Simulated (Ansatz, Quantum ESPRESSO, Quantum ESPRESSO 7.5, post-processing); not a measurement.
# In2Se2, 1 layer in an electric field

Aim: how In2Se2, 1 layer screens a field along its normal, and what the field does to its bands.

Main program and level: Quantum ESPRESSO 7.5; plane-wave DFT, PBE, GBRV ultrasoft pseudopotentials (geometry and cross-check by Ansatz 0.2.0 with PAW datasets; geometry under PBE).

Most raw output is cut from this account.

### 1. The structure

The cell holds 4 atoms: 2 Se and 2 In. Its edges and angles: a = 4.134 Å, b = 4.134 Å, c = 22.143 Å, α = 90.0°, β = 90.0°, γ = 120.0°. It derives from In2Se2. Vacuum lies along c.

### 2. Relaxation with Ansatz

The geometry comes first, from a plane-wave PAW code, so that the later runs on this slab share one structure.

Input file input.yaml:

```yaml
crystal:
  lattice:
    - [4.134, 0.0, 0.0]
    - [-2.067, 3.5801490192, 0.0]
    - [0.0, 0.0, 22.1429094641]
  atoms:
    - { symbol: Se, position: [0.3333333333, 0.6666666667, 0.3838700607] }
    - { symbol: In, position: [0.0, 0.0, 0.4358711193] }
    - { symbol: In, position: [0.0, 0.0, 0.5641288807] }
    - { symbol: Se, position: [0.3333333333, 0.6666666667, 0.6161299393] }
kpoints:
  mp_grid: { grid: [6, 6, 1] }
hamiltonian:
  xc: pbe
scf:
  occupations: { method: fermi_dirac, width: 0.05 }
  convergence: { dr2_threshold: 1.0e-08 }
efield:
  axis: 3
  dipole_correction: true
  ramp_position: 0.97
  ramp_width: 0.04
relax:
  f_tol: 0.01
  cell: { fix: [c, alpha, beta] }
output:
  write_potential: true
  write_density: true
  volumetric_format: npy
```

On the command line:

```console
$ ansatz run input.yaml --threads 4 --pin off --max-ram 8192MiB --backend cpu --events-out ev --progress --plain --runs-dir out
```

The job ended after 11 s (4 threads of Arm Neoverse V1, shared host; peak memory 0.64 GiB; 40 s of CPU time).

Step by step:

```csv
step,energy less that of the first step (eV),largest force component (eV/Å),pressure (GPa),volume (Å³)
1,0.0000,0.5722,0.43,327.72
2,0.0333,1.0302,-0.69,321.62
3,-0.0574,0.0738,-0.09,324.75
4,-0.0607,0.0309,-0.06,321.65
5,-0.0612,0.0095,-0.02,320.23
6*,-0.0606,0.0095,-0.02,320.23
```

Relaxation steps marked * repeat the geometry before them on a plane-wave basis chosen anew for their cell, so energy and pressure can jump there. Relaxation step 2 was tried and not accepted.

```csv
cell as run,before,after,change
a (Å),4.134,4.086,-1.1 %
b (Å),4.134,4.086,-1.1 %
```

The atoms that moved most (Å, along periodic axes as changes of fractional coordinates times the final cell, across vacuum about the mean position):

```csv
atom,dx,dy,dz,length
Se1,0.000,0.000,-0.117,0.117
Se4,0.000,0.000,0.117,0.117
In2,0.000,0.000,0.007,0.007
In3,0.000,0.000,-0.007,0.007
```

The relaxed structure:

```xyz
4
Lattice="4.0865 0.0000 0.0000 -2.0432 3.5390 0.0000 0.0000 0.0000 22.1429" Properties=species:S:1:pos:R:3
Se    0.0000    2.3593    8.3832
In    0.0000    0.0000    9.6582
In    0.0000    0.0000   12.4847
Se    0.0000    2.3593   13.7597
```

Read from the output:

* free energy: -22135.9345 eV
* Fermi energy: -0.6151 eV
* gap by band count: 1.398 eV
* symmetry operations: 6
* dipole along the normal: -9.96e-5 e·Å
* vacuum level at the upper face over a Fermi level inside the gap: 5.192 eV
* vacuum level at the lower face over a Fermi level inside the gap: 5.191 eV

### 3. SCF with pw.x: no field

The zero-field run is the reference. tefield and dipfield are on already, so that all runs share k-points and boundary.

Level of this step: plane-wave DFT, PBE, GBRV ultrasoft pseudopotentials (Quantum ESPRESSO 7.5).

Input file f0.in:

```
&control
  prefix = 'f0'
  outdir = './out'
  pseudo_dir = './pseudo'
  calculation = 'scf'
  tprnfor = .true.
  tefield = .true.
  dipfield = .true.
/
&system
  ibrav = 0
  nat = 4
  ntyp = 2
  ecutwfc = 40
  ecutrho = 200
  occupations = 'smearing'
  smearing = 'fd'
  degauss = 0.004
  edir = 3
  emaxpos = 0.97
  eopreg = 0.04
  eamp = 0.0
/
&electrons
  conv_thr = 1e-09
  mixing_beta = 0.4
  electron_maxstep = 120
  mixing_mode = 'plain'
/
ATOMIC_SPECIES
  Se  78.9710  se_pbe_v1.uspp.F.UPF
  In  114.8180  in_pbe_v1.4.uspp.F.UPF
CELL_PARAMETERS angstrom
  4.08646054975544 0.00000000000000 0.00000000000000
  -2.04323027487772 3.53897864765113 0.00000000000000
  0.00000000000000 0.00000000000000 22.14290946410000
ATOMIC_POSITIONS crystal
  Se  0.333333333333 0.666666666667 0.378597342544
  In  -0.000000000000 -0.000000000000 0.436177059488
  In  -0.000000000000 -0.000000000000 0.563823195848
  Se  0.333333333333 0.666666666667 0.621402402119
K_POINTS automatic
  6 6 1 0 0 0
```

On the command line:

```console
$ OMP_NUM_THREADS=1 mpirun -n 4 pw.x -nk 2 -in f0.in > f0.out
```

Elapsed: 27 s, on 4 MPI ranks; peak memory 0.62 GiB; 1.8 min of CPU time.

This step gave:

```
free energy                          : -4820.6284 eV
Fermi energy                         : -0.973 eV
dipole along the normal              : 0 e·Å
valence top, on the run's zero       : -1.716 eV
conduction bottom, on the run's zero : -0.3336 eV
gap by band count                    : 1.382 eV
```

The program's own clock; routines nest. Time by routine:

```csv
routine,wall time (s),calls
PWSCF,26.07,1
electrons,24.55,1
c_bands,17,13
cegterg,15.08,130
h_psi,11.03,527
fftw,8.99,18958
vloc_psi,8.62,527
sum_band,4.63,13
newd,2.31,14
calbec,1.72,697
h_psi:calbec,1.18,527
add_vuspsi,1.18,527
s_psi,1.16,527
init_run,0.93,1
```

The run needed 13 iterations to bring the estimated error under 1e-09 Ry; the largest force on any atom, held or free, is 0.01 eV/Å.

### 4. Electrostatic potential

The vacuum level is read from the electrostatic potential (plot_num = 11), averaged over planes.

Input file f0.pot.in:

```
&inputpp
  prefix = 'f0'
  outdir = './out'
  filplot = 'f0.pot.dat'
  plot_num = 11
/
```

On the command line:

```console
$ OMP_NUM_THREADS=1 mpirun -n 4 pp.x -in f0.pot.in > f0.pot.out
```

The job ended after 1.1 s (4 MPI ranks; peak memory 0.12 GiB; 4.1 s of CPU time).

Read from the output:

```
slope of the potential above                                          : 4.13e-5 eV/Å
upper vacuum line continued to the top atoms, over the valence top    : 5.936 eV
slope of the potential below                                          : -3.40e-5 eV/Å
lower vacuum line continued to the bottom atoms, over the valence top : 5.936 eV
vacuum level at the upper face over the valence top of the mesh       : 5.936 eV
vacuum level at the lower face over the valence top of the mesh       : 5.936 eV
```

The vacuum is flat to 0.1 meV/Å, so its level is well defined. Inside the slab the curve depends on the local part of the pseudopotentials; only the vacuum level has a meaning of its own.

### 5. Band structure: no field

The density is frozen and the levels are solved along a path.

f0.bands.in is the input of step 3 with these lines changed:

```diff
@@ -1,7 +1,6 @@
 &control
-  prefix = 'f0'
+  prefix = 'f0.bands'
   outdir = './out'
   pseudo_dir = './pseudo'
-  calculation = 'scf'
-  tprnfor = .true.
+  calculation = 'bands'
   tefield = .true.
@@ -22,8 +21,9 @@
   eamp = 0.0
+  nbnd = 25
 /
 &electrons
-  conv_thr = 1e-09
+  conv_thr = 1e-07
   mixing_beta = 0.4
   electron_maxstep = 120
-  mixing_mode = 'plain'
+  mixing_mode = 'local-TF'
 /
@@ -41,3 +41,7 @@
   Se  0.333333333333 0.666666666667 0.621402402119
-K_POINTS automatic
-  6 6 1 0 0 0
+K_POINTS crystal_b
+4
+  0.0000000000 0.0000000000 0.0000000000 14
+  0.5000000000 0.0000000000 0.0000000000 14
+  0.3333333333 0.3333333333 0.0000000000 14
+  0.0000000000 0.0000000000 0.0000000000 1
```

On the command line:

```console
$ cp -r out/f0.save out/f0.bands.save
$ cp out/f0.xml out/f0.bands.xml
$ OMP_NUM_THREADS=1 mpirun -n 4 pw.x -nk 4 -in f0.bands.in > f0.bands.out
```

It took 49 s on 4 MPI ranks; peak memory 0.42 GiB.

Numbers from this step:

| Item | Value |
| --- | --- |
| valence top, on the run's zero | -1.711 eV |
| conduction bottom, on the run's zero | -0.3335 eV |
| gap by band count | 1.378 eV |

Band numbers count within the set of bands kept for display. Electronic bands along the path, in eV, zero at the highest filled level of the SCF mesh; v1 is the highest filled band, c1 the lowest empty one:

```csv
point,v4,v3,v2,v1,c1,c2,c3,c4
Γ,-0.59,-0.52,-0.52,-0.07,1.38,2.60,4.87,4.87
halfway,-1.71,-1.14,-1.01,-0.09,2.53,2.82,4.65,4.75
M,-1.58,-1.53,-1.41,-0.91,2.16,2.27,4.16,4.46
halfway,-2.20,-1.88,-1.35,-0.93,2.66,2.67,4.27,4.79
K,-2.73,-1.71,-1.27,-1.07,2.61,2.94,4.01,5.05
halfway,-1.65,-1.64,-1.43,-0.15,2.83,3.26,4.21,5.04
Γ,-0.59,-0.52,-0.52,-0.07,1.38,2.60,4.87,4.87
```

Along this path the valence top lies between K and Γ and the conduction bottom at Γ.

### 6. SCF with pw.x: field 0.1 V/Å

eamp is the field in Hartree atomic units (1 a.u. = 51.42 V/Å). With dipfield on, it is the field in the vacuum beside an isolated sheet. The run starts from the density of the one before.

f1.in is the input of step 3 with these lines changed:

```diff
@@ -1,3 +1,3 @@
 &control
-  prefix = 'f0'
+  prefix = 'f1'
   outdir = './out'
@@ -21,3 +21,3 @@
   eopreg = 0.04
-  eamp = 0.0
+  eamp = 0.00194469
 /
@@ -28,2 +28,3 @@
   mixing_mode = 'plain'
+  startingpot = 'file'
 /
```

On the command line:

```console
$ cp -r out/f0.save out/f1.save
$ OMP_NUM_THREADS=1 mpirun -n 4 pw.x -nk 2 -in f1.in > f1.out
```

Wall time 22 s (4 MPI ranks); peak memory 0.39 GiB.

Numbers from this step:

| Item | Value |
| --- | --- |
| free energy | -4820.6313 eV |
| Fermi energy | -0.9586 eV |
| dipole along the normal | 0.05817 e·Å |
| valence top, on the run's zero | -1.702 eV |
| conduction bottom, on the run's zero | -0.3193 eV |
| gap by band count | 1.382 eV |

The dipole goes from -0.0000 to 0.0582 e Å, 0.5817 e Å per V/Å.

### 7. Potential by pp.x

Input file f1.pot.in:

```
&inputpp
  prefix = 'f1'
  outdir = './out'
  filplot = 'f1.pot.dat'
  plot_num = 11
/
```

On the command line:

```console
$ OMP_NUM_THREADS=1 mpirun -n 4 pp.x -in f1.pot.in > f1.pot.out
```

Run time: 1.1 s. Hardware: 4 MPI ranks; peak memory 0.12 GiB.

Read from the output:

```
slope of the potential above                                          : 0.1000 eV/Å
upper vacuum line continued to the top atoms, over the valence top    : 5.842 eV
slope of the potential below                                          : 0.09996 eV/Å
lower vacuum line continued to the bottom atoms, over the valence top : 6.032 eV
```

The slope in the vacuum is 0.100 eV/Å for an applied 0.10 V/Å, as it should be.

### 8. Self-consistent run: field 0.2 V/Å

f2.in is the input of step 6 with these lines changed:

```diff
@@ -1,3 +1,3 @@
 &control
-  prefix = 'f1'
+  prefix = 'f2'
   outdir = './out'
@@ -21,3 +21,3 @@
   eopreg = 0.04
-  eamp = 0.00194469
+  eamp = 0.00388938
 /
```

On the command line:

```console
$ cp -r out/f0.save out/f2.save
$ OMP_NUM_THREADS=1 mpirun -n 4 pw.x -nk 2 -in f2.in > f2.out
```

It took 23 s on 4 MPI ranks; peak memory 0.4 GiB; 90 s of CPU time.

Numbers from this step:

| Item | Value |
| --- | --- |
| free energy | -4820.6400 eV |
| Fermi energy | -0.9454 eV |
| dipole along the normal | 0.1164 e·Å |
| valence top, on the run's zero | -1.688 eV |
| conduction bottom, on the run's zero | -0.3062 eV |

The dipole goes from -0.0000 to 0.1164 e Å, 0.5820 e Å per V/Å.

### 9. Potential by pp.x

Input file f2.pot.in:

```
&inputpp
  prefix = 'f2'
  outdir = './out'
  filplot = 'f2.pot.dat'
  plot_num = 11
/
```

On the command line:

```console
$ OMP_NUM_THREADS=1 mpirun -n 4 pp.x -in f2.pot.in > f2.pot.out
```

It took 1.1 s on 4 MPI ranks; peak memory 0.12 GiB.

Numbers from this step:

| Property | Result |
| --- | --- |
| slope of the potential above | 0.2000 eV/Å |
| upper vacuum line continued to the top atoms, over the valence top | 5.749 eV |
| slope of the potential below | 0.2000 eV/Å |
| lower vacuum line continued to the bottom atoms, over the valence top | 6.130 eV |

The slope in the vacuum is 0.200 eV/Å for an applied 0.20 V/Å, as it should be.

### 10. Bands along a path: field 0.2 V/Å

f2.bands.in is the input of step 5 with these lines changed:

```diff
@@ -1,3 +1,3 @@
 &control
-  prefix = 'f0.bands'
+  prefix = 'f2.bands'
   outdir = './out'
@@ -20,3 +20,3 @@
   eopreg = 0.04
-  eamp = 0.0
+  eamp = 0.00388938
   nbnd = 25
```

On the command line:

```console
$ cp -r out/f2.save out/f2.bands.save
$ cp out/f2.xml out/f2.bands.xml
$ OMP_NUM_THREADS=1 mpirun -n 4 pw.x -nk 4 -in f2.bands.in > f2.bands.out
```

It took 47 s on 4 MPI ranks; peak memory 0.42 GiB.

Numbers from this step:

```
valence top, on the run's zero       : -1.684 eV
conduction bottom, on the run's zero : -0.3061 eV
gap by band count                    : 1.378 eV
```

Band numbers count within the set of bands kept for display. Electronic bands along the path, in eV, zero at the highest filled level of the SCF mesh; v1 is the highest filled band, c1 the lowest empty one:

```csv
point,v4,v3,v2,v1,c1,c2,c3,c4
Γ,-0.60,-0.50,-0.50,-0.07,1.38,2.60,4.87,4.87
halfway,-1.71,-1.15,-1.00,-0.09,2.53,2.83,4.65,4.75
M,-1.59,-1.53,-1.40,-0.91,2.16,2.27,4.16,4.46
halfway,-2.19,-1.88,-1.35,-0.93,2.66,2.67,4.27,4.79
K,-2.73,-1.72,-1.27,-1.07,2.61,2.94,4.01,5.04
halfway,-1.65,-1.64,-1.42,-0.15,2.83,3.26,4.21,5.04
Γ,-0.60,-0.50,-0.50,-0.07,1.38,2.60,4.87,4.87
```

Upper empty bands that drop with the field can be states of the vacuum, held by the sawtooth; they depend on the cell's width.

Along this path the valence top lies between K and Γ and the conduction bottom at Γ.

### 11. SCF with pw.x: field 0.4 V/Å

f3.in is the input of step 8 with these lines changed:

```diff
@@ -1,3 +1,3 @@
 &control
-  prefix = 'f2'
+  prefix = 'f3'
   outdir = './out'
@@ -21,3 +21,3 @@
   eopreg = 0.04
-  eamp = 0.00388938
+  eamp = 0.00777876
 /
```

On the command line:

```console
$ cp -r out/f0.save out/f3.save
$ OMP_NUM_THREADS=1 mpirun -n 4 pw.x -nk 2 -in f3.in > f3.out
```

Wall time 31 s (4 MPI ranks); peak memory 0.64 GiB; 2.1 min of CPU time.

Numbers from this step:

```
free energy                          : -4820.6749 eV
Fermi energy                         : -0.9224 eV
dipole along the normal              : 0.2329 e·Å
valence top, on the run's zero       : -1.665 eV
conduction bottom, on the run's zero : -0.2834 eV
gap by band count                    : 1.381 eV
```

The dipole goes from -0.0000 to 0.2329 e Å, 0.5823 e Å per V/Å.

### 12. Potential by pp.x

Input file f3.pot.in:

```
&inputpp
  prefix = 'f3'
  outdir = './out'
  filplot = 'f3.pot.dat'
  plot_num = 11
/
```

On the command line:

```console
$ OMP_NUM_THREADS=1 mpirun -n 4 pp.x -in f3.pot.in > f3.pot.out
```

It took 1.1 s on 4 MPI ranks; peak memory 0.12 GiB; 4.1 s of CPU time.

This step gave:

* slope of the potential above: 0.4000 eV/Å
* upper vacuum line continued to the top atoms, over the valence top: 5.567 eV
* slope of the potential below: 0.3999 eV/Å
* lower vacuum line continued to the bottom atoms, over the valence top: 6.331 eV

The slope in the vacuum is 0.400 eV/Å for an applied 0.40 V/Å, as it should be.

Each curve counts from the valence top of its own run.

The potential energy (potential at 0 V/Å) oscillates, so the rows of the table below give means over windows of 2 Å about each position, cut where the curve ends. Its maxima inside the range that stand out by 2 % of the span (Å: eV): 9.0: -6.99, 11.1: 3.16, 13.1: -6.99. Its minima: 8.4: -9.48, 9.6: -8.82, 12.6: -8.82, 13.7: -9.48.

The runs together. Table of potential energy by z; means over each step:

```csv
z (Å),potential at 0 V/Å (eV),potential at 0.1 V/Å (eV),potential at 0.2 V/Å (eV),potential at 0.4 V/Å (eV)
0,5.94,5.29,4.64,3.35
2,5.94,5.39,4.85,3.78
4,5.94,5.59,5.25,4.58
6,5.83,5.68,5.53,5.25
8,-2.91,-2.94,-2.97,-3.02
10,-4.24,-4.25,-4.26,-4.27
12,-3.51,-3.51,-3.50,-3.48
14,-3.79,-3.76,-3.74,-3.69
16,5.77,5.91,6.04,6.32
18,5.94,6.27,6.60,7.26
20,5.94,6.47,7.00,8.06
22,5.94,6.37,6.80,7.68
```

### 13. Band structure: field 0.4 V/Å

f3.bands.in is the input of step 10 with these lines changed:

```diff
@@ -1,3 +1,3 @@
 &control
-  prefix = 'f2.bands'
+  prefix = 'f3.bands'
   outdir = './out'
@@ -20,3 +20,3 @@
   eopreg = 0.04
-  eamp = 0.00388938
+  eamp = 0.00777876
   nbnd = 25
```

On the command line:

```console
$ cp -r out/f3.save out/f3.bands.save
$ cp out/f3.xml out/f3.bands.xml
$ OMP_NUM_THREADS=1 mpirun -n 4 pw.x -nk 4 -in f3.bands.in > f3.bands.out
```

Elapsed: 47 s, on 4 MPI ranks; peak memory 0.42 GiB.

This step gave:

| Property | Result |
| --- | --- |
| valence top, on the run's zero | -1.660 eV |
| gap by band count | 1.377 eV |

Band numbers count within the set of bands kept for display. Electronic bands along the path, in eV, zero at the highest filled level of the SCF mesh; v1 is the highest filled band, c1 the lowest empty one:

```csv
point,v4,v3,v2,v1,c1,c2,c3,c4
Γ,-0.63,-0.48,-0.48,-0.07,1.38,2.61,4.09,4.86
halfway,-1.70,-1.16,-0.98,-0.09,2.53,2.83,4.61,4.72
M,-1.60,-1.53,-1.39,-0.91,2.15,2.28,4.16,4.46
halfway,-2.19,-1.89,-1.34,-0.92,2.66,2.67,4.27,4.79
K,-2.72,-1.73,-1.26,-1.07,2.60,2.94,4.01,5.04
halfway,-1.66,-1.64,-1.41,-0.14,2.83,3.26,4.19,4.97
Γ,-0.63,-0.48,-0.48,-0.07,1.38,2.61,4.09,4.86
```

Upper empty bands that drop with the field can be states of the vacuum, held by the sawtooth; they depend on the cell's width.

Along this path the valence top lies between K and Γ and the conduction bottom at Γ.

### 14. Density by pp.x

The density shows how far the electrons spill into the vacuum.

Input file f0.rho.in:

```
&inputpp
  prefix = 'f0'
  outdir = './out'
  filplot = 'f0.rho.dat'
  plot_num = 0
/
```

On the command line:

```console
$ OMP_NUM_THREADS=1 mpirun -n 4 pp.x -in f0.rho.in > f0.rho.out
```

The job ended after 1.1 s (4 MPI ranks; peak memory 0.12 GiB; 4.2 s of CPU time).

Numbers from this step:

* electrons by integration: 38.00 e

Mean over planes. Table of valence density, planar mean by z:

z (Å), valence density, planar mean (e/Å³) and a bar:
```
        4      0.000 
        5      0.000 
        6      0.002 
        7      0.031 ##
        8      0.220 ############
        9      0.407 #####################
       10      0.573 ##############################
       11      0.075 ####
       12      0.398 #####################
       13      0.508 ###########################
       14      0.235 ############
       15      0.046 ##
       16      0.002 
       17      0.000 
       18      0.000
```

Valence density in the ca plane at fractional y = 0.667, with atoms of Se within 0.2 Å of it. It is the smooth field of the valence electrons, not physical close to the nuclei.

Ten steps, logarithmic in the rise over the least value, from '0' (0.0 e/Å³) to '9' (1.3 e/Å³), each cell a mean:
```
00000000000000000123455555444455655443210000
00000000000000000122345665544456655432110000
00000000000000000123455565444455655443210000
00000000000000001245666654433345566655321000
00000000000000012467887654322334678887532000
00000000000000013578888754322234688888642100
00000000000000013688988864221235787988753100
00000000000000013688998864221235787988753100
00000000000000013578888764322234688888742100
00000000000000012467887654322334678887532000
00000000000000001245666654433345566665321000
```
Columns run along c (16.0 Å, from fractional 0.05 to 0.77 of the cell), rows up along a (4.1 Å). Atoms in or near the plane, at fractional coordinates: Se at (0.38, 0.33), Se at (0.62, 0.33).

The density integrates to 38.000 electrons, as the 38 of the input ask.

### 15. Density by pp.x

Input file f2.rho.in:

```
&inputpp
  prefix = 'f2'
  outdir = './out'
  filplot = 'f2.rho.dat'
  plot_num = 0
/
```

On the command line:

```console
$ OMP_NUM_THREADS=1 mpirun -n 4 pp.x -in f2.rho.in > f2.rho.out
```

The job ended after 1.1 s (4 MPI ranks; peak memory 0.12 GiB; 4.1 s of CPU time).

### 16. Charge moved by a field of 0.2 V/Å

This step gave:

```
largest charge moved across a plane : 0.001103 e/Å²
dipole step                         : -1.456 eV
```

The planar mean by z:

z (Å), planar mean (e/Å³) and a bar from the least value:
```
      2.5    0.00000 ###############
      3.0    0.00000 ###############
      3.5    0.00000 ###############
      4.0    0.00000 ###############
      4.5    0.00001 ###############
      5.0    0.00002 ###############
      5.5    0.00004 ################
      6.0    0.00012 #################
      6.5    0.00028 #####################
      7.0    0.00056 ###########################
      7.5    0.00067 ##############################
      8.0    0.00030 #####################
      8.5    0.00015 ##################
      9.0    0.00007 ################
      9.5   -0.00021 ##########
     10.0   -0.00008 #############
     10.5    0.00014 ##################
     11.0    0.00003 ###############
     11.5   -0.00015 ###########
     12.0    0.00006 ################
     12.5    0.00021 ###################
     13.0   -0.00001 ##############
     13.5   -0.00011 ############
     14.0   -0.00025 #########
     14.5   -0.00061 #
     15.0   -0.00064 
     15.5   -0.00034 #######
     16.0   -0.00014 ###########
     16.5   -0.00005 #############
     17.0   -0.00002 ##############
     17.5   -0.00001 ##############
     18.0    0.00000 ###############
     18.5    0.00000 ###############
     19.0    0.00000 ###############
     19.5    0.00000 ###############
```

The running integral, electrons below z oscillates, so the rows of the table below give means over windows of 1 Å about each position, cut where the curve ends. Its maxima inside the range that stand out by 2 % of the span (Å: e/Å²): 9.1: 0.00110, 11.0: 0.00105, 12.9: 0.00110. Its minima: 10.1: 9.7e-4, 11.9: 9.7e-4.

The running integral, electrons below z by z; means over each step:

```csv
z (Å),"running integral, electrons below z (e/Å²)"
2,1.5e-8
3,1.3e-7
4,1.2e-6
5,1.0e-5
6,7.7e-5
7,4.1e-4
8,9.3e-4
9,0.00108
10,1.0e-3
11,0.00103
12,9.9e-4
13,0.00108
14,9.3e-4
15,4.1e-4
16,7.2e-5
17,8.5e-6
18,8.4e-7
19,7.8e-8
```

[end of part 1 of 2]

[Logs are printed without paths, hosts, clocks, repeated set-up lines and the standing remarks that a program may print on its own settings, such as how far it seeks lower states.]

[Hosts, paths, dates, database ids (printed as entryN), source tags and the programs' standing remarks are cut or masked in the printed files.]

[Maps of the electrostatic potential energy from Ansatz leave out the sawtooth potential of an applied field or a dipole correction, so their vacuum need not be flat; planar profiles and work functions include it.]
